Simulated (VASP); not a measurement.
A run of VASP 6.6.1 is set up as follows.

INCAR

```
ALGO     = Fast           # electronic algorithm
EDIFF    = 1E-6           # SCF threshold, eV
ENCUT    = 520            # plane-wave cutoff, eV
GGA      = PE             # functional
ISIF     = 2              # what is computed and relaxed
ISMEAR   = -1             # smearing method
LASPH    = T              # aspherical terms in the spheres
LCHARG   = F              # write CHGCAR
LREAL    = F              # projectors in reciprocal space
LWAVE    = F              # write WAVECAR
NBANDS   = 11             # bands
NELM     = 100            # most SCF steps
PREC     = Accurate       # precision mode
SIGMA    = 0.05           # smearing width, eV
```

Contents of KPOINTS:

```
k-points
0
Gamma
  8 8 8
```

File POSCAR:

```
Si
1.0
    0.0000000000      2.7218511865      2.7218511865
    2.7218511865      0.0000000000      2.7218511865
    2.7218511865      2.7218511865      0.0000000000
Si
2
Direct
    0.5000000000      0.5000000000      0.5000000000
    0.7500000000      0.7500000000      0.7500000000
```

Contents of KPOINTS_OPT:

```
path GXWKGLUWLK,UX
20
line-mode
reciprocal
 0.0000000000  0.0000000000  0.0000000000  G
 0.5000000000  0.0000000000  0.5000000000  X

 0.5000000000  0.0000000000  0.5000000000  X
 0.5000000000  0.2500000000  0.7500000000  W

 0.5000000000  0.2500000000  0.7500000000  W
 0.3750000000  0.3750000000  0.7500000000  K

 0.3750000000  0.3750000000  0.7500000000  K
 0.0000000000  0.0000000000  0.0000000000  G

 0.0000000000  0.0000000000  0.0000000000  G
 0.5000000000  0.5000000000  0.5000000000  L

 0.5000000000  0.5000000000  0.5000000000  L
 0.6250000000  0.2500000000  0.6250000000  U

 0.6250000000  0.2500000000  0.6250000000  U
 0.5000000000  0.2500000000  0.7500000000  W

 0.5000000000  0.2500000000  0.7500000000  W
 0.5000000000  0.5000000000  0.5000000000  L

 0.5000000000  0.5000000000  0.5000000000  L
 0.3750000000  0.3750000000  0.7500000000  K

 0.6250000000  0.2500000000  0.6250000000  U
 0.5000000000  0.0000000000  0.5000000000  X
```

Potentials or basis: VASP PAW PBE potentials, release 64 (Si).

Command:

```console
$ cat potpaw_PBE.64/Si/POTCAR > POTCAR
$ mpirun -np 1 vasp_std > vasp.out
```

Task: Predict the pressure.

Result: 1.3 GPa.

Task: Predict the band gap on the k mesh.

Result: 0.63 eV, indirect (least direct gap 2.56 eV).

Levels at the corners of the path, in eV from the valence-band top:
```csv
point,band 2,band 3,band 4,band 5,band 6,band 7
Γ,0.00,0.00,0.00,2.56,2.56,2.56
X,-7.79,-2.83,-2.83,0.72,0.72,10.05
X,-7.79,-2.83,-2.83,0.72,0.72,10.05
W,-7.63,-3.82,-3.82,4.27,4.27,4.98
W,-7.63,-3.82,-3.82,4.27,4.27,4.98
K,-7.20,-4.26,-2.41,1.21,4.12,7.44
K,-7.20,-4.26,-2.41,1.21,4.12,7.44
Γ,0.00,0.00,0.00,2.56,2.56,2.56
Γ,0.00,0.00,0.00,2.56,2.56,2.56
L,-6.93,-1.19,-1.19,1.52,3.34,3.34
L,-6.93,-1.19,-1.19,1.52,3.34,3.34
U,-7.20,-4.26,-2.41,1.21,4.12,7.44
U,-7.20,-4.26,-2.41,1.21,4.12,7.44
W,-7.63,-3.82,-3.82,4.27,4.27,4.98
W,-7.63,-3.82,-3.82,4.27,4.27,4.98
L,-6.93,-1.19,-1.19,1.52,3.34,3.34
L,-6.93,-1.19,-1.19,1.52,3.34,3.34
K,-7.20,-4.26,-2.41,1.21,4.12,7.44
U,-7.20,-4.26,-2.41,1.21,4.12,7.44
X,-7.79,-2.83,-2.83,0.72,0.72,10.05
```
